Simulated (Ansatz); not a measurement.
# Molecular dynamics of MoS₂

Input file:

```yaml
accuracy: low
crystal:
  lattice:
    - [-3.300222, -5.716152, 0.0]
    - [4.950333, -2.858076, 0.0]
    - [0.0, 0.0, 12.886582]
  atoms:
    - { symbol: Mo, position: [0.5, 0.3333333, 0.25] }
    - { symbol: Mo, position: [0.5, 0.6666667, 0.75] }
    - { symbol: S, position: [0.5, 0.3333333, 0.621] }
    - { symbol: S, position: [0.5, 0.6666667, 0.121] }
    - { symbol: S, position: [0.5, 0.3333333, 0.879] }
    - { symbol: S, position: [0.5, 0.6666667, 0.379] }
    - { symbol: Mo, position: [0.25, 0.8333333, 0.25] }
    - { symbol: Mo, position: [0.25, 0.1666667, 0.75] }
    - { symbol: S, position: [0.25, 0.8333333, 0.621] }
    - { symbol: S, position: [0.25, 0.1666667, 0.121] }
    - { symbol: S, position: [0.25, 0.8333333, 0.879] }
    - { symbol: S, position: [0.25, 0.1666667, 0.379] }
    - { symbol: Mo, position: [0.0, 0.3333333, 0.25] }
    - { symbol: Mo, position: [0.0, 0.6666667, 0.75] }
    - { symbol: S, position: [0.0, 0.3333333, 0.621] }
    - { symbol: S, position: [0.0, 0.6666667, 0.121] }
    - { symbol: S, position: [0.0, 0.3333333, 0.879] }
    - { symbol: S, position: [0.0, 0.6666667, 0.379] }
    - { symbol: Mo, position: [0.75, 0.8333333, 0.25] }
    - { symbol: Mo, position: [0.75, 0.1666667, 0.75] }
    - { symbol: S, position: [0.75, 0.8333333, 0.621] }
    - { symbol: S, position: [0.75, 0.1666667, 0.121] }
    - { symbol: S, position: [0.75, 0.8333333, 0.879] }
    - { symbol: S, position: [0.75, 0.1666667, 0.379] }
basis:
  ecutwfc: 420.0
kpoints:
  mp_grid: { grid: [2, 2, 1] }
hamiltonian:
  xc: pbe
  pseudopotentials: { kind: paw, azcp: { folder: soft_1 } }
scf:
  occupations: { method: fermi_dirac, width: 0.36 }
  lower_state_search: "off"
md:
  timestep: 1.5
  n_steps: 200
  ensemble: nve
  temperature: 8400.0
  initial_velocities: maxwell_boltzmann
  seed: 639678
```

Launched with:

```bash
$ ansatz run input.yaml --threads 2 --pin off --max-ram 5120MiB --backend cpu --events-out ev --progress --plain --runs-dir out
```

It starts from an unrelaxed structure (largest force component 1.99 eV/Å).

Output, in part (step lines):

```
md step     0: t =     0.00 fs  T =  8400.0 K  F+E_penalty+E_count = -54099.94512539 eV  E_kin = 24.973032 eV  conserved = -54074.97209360 eV  (10 SCF iters)
md step     1: t =     1.50 fs  T =  8399.5 K  F+E_penalty+E_count = -54099.94465981 eV  E_kin = 24.971651 eV  conserved = -54074.97300930 eV  (7 SCF iters)
md step     2: t =     3.00 fs  T =  8330.5 K  F+E_penalty+E_count = -54099.74060866 eV  E_kin = 24.766298 eV  conserved = -54074.97431085 eV  (7 SCF iters)
md step     3: t =     4.50 fs  T =  8187.7 K  F+E_penalty+E_count = -54099.31754883 eV  E_kin = 24.341811 eV  conserved = -54074.97573753 eV  (7 SCF iters)
md step     4: t =     6.00 fs  T =  7966.1 K  F+E_penalty+E_count = -54098.65985106 eV  E_kin = 23.682934 eV  conserved = -54074.97691707 eV  (7 SCF iters)
md step     5: t =     7.50 fs  T =  7662.2 K  F+E_penalty+E_count = -54097.75708589 eV  E_kin = 22.779687 eV  conserved = -54074.97739855 eV  (5 SCF iters)
md step     6: t =     9.00 fs  T =  7276.8 K  F+E_penalty+E_count = -54096.61054556 eV  E_kin = 21.633829 eV  conserved = -54074.97671610 eV  (4 SCF iters)
md step     7: t =    10.50 fs  T =  6816.6 K  F+E_penalty+E_count = -54095.23999361 eV  E_kin = 20.265526 eV  conserved = -54074.97446796 eV  (4 SCF iters)
[... lines left out ...]
md step   200: t =   300.00 fs  T =  3134.7 K  F+E_penalty+E_count = -54084.27674689 eV  E_kin = 9.319269 eV  conserved = -54074.95747794 eV  (8 SCF iters)
```

The steps, from the saved trajectory:

```csv
time (fs),T (K),potential energy less start (eV),conserved less start (meV/atom)
0,8400,0.000,0.00
9,7277,3.335,-0.19
18,4203,12.506,1.18
27,3946,13.255,0.58
36,4995,10.127,0.12
45,4620,11.251,0.48
54,3671,14.075,0.68
63,2910,16.340,0.73
72,2563,17.372,0.72
81,2580,17.318,0.68
90,2787,16.704,0.66
99,3058,15.897,0.60
108,3223,15.406,0.57
117,3219,15.417,0.59
126,3382,14.929,0.44
135,3387,14.919,0.58
144,3440,14.760,0.51
153,3528,14.499,0.58
162,3620,14.226,0.56
171,3526,14.500,0.42
180,2796,16.677,0.68
189,2396,17.868,0.79
198,2700,16.958,0.49
207,2739,16.845,0.64
216,2808,16.638,0.59
225,2957,16.196,0.56
234,2919,16.308,0.57
243,2713,16.923,0.71
252,2793,16.686,0.65
261,2979,16.129,0.59
270,2992,16.092,0.56
279,2805,16.651,0.70
288,2872,16.451,0.64
297,3077,15.841,0.60
```

The run went to its last step. The conserved energy stayed within 1.4 meV per atom of its start (net change 0.61 meV per atom), so the integration is sound. A run of 0.3 ps of so small a system gives no equilibrium averages. Limits of this set-up: coarse k mesh, low accuracy level.

Mean squared displacements from the first frame to the last, about the centre of mass: Mo 1.61 Å², S 3.44 Å².

Last frame:

```xyz
24
Lattice="-3.3002 -5.7162 0.0000 4.9503 -2.8581 0.0000 0.0000 0.0000 12.8866" Properties=species:S:1:pos:R:3
Mo -1.254 -4.337 3.950
Mo 2.952 -4.250 9.669
S 1.731 -3.232 7.409
S 1.630 -5.517 2.319
S 0.828 -3.938 10.574
S 0.282 -5.635 4.874
Mo 2.841 -3.658 1.989
Mo 1.215 -1.540 8.902
S 4.623 -2.958 9.200
S -2.379 -4.674 1.985
S 2.357 -3.235 12.706
S -0.446 -2.338 3.274
Mo 1.584 -1.160 3.724
Mo 4.112 -0.429 9.750
S 2.398 -0.095 7.657
S 2.980 -0.970 1.875
S 1.974 -1.175 10.886
S 2.428 -3.090 4.779
Mo 1.082 -7.418 3.682
Mo -1.441 -4.252 9.861
S 2.773 -5.645 7.983
S -4.180 -7.054 0.172
S 1.706 -6.909 11.816
S -2.468 -5.296 5.641
```

Run time: 22 min on 2 threads of Arm Neoverse V1, on a shared host, peak memory 1.2 GiB.
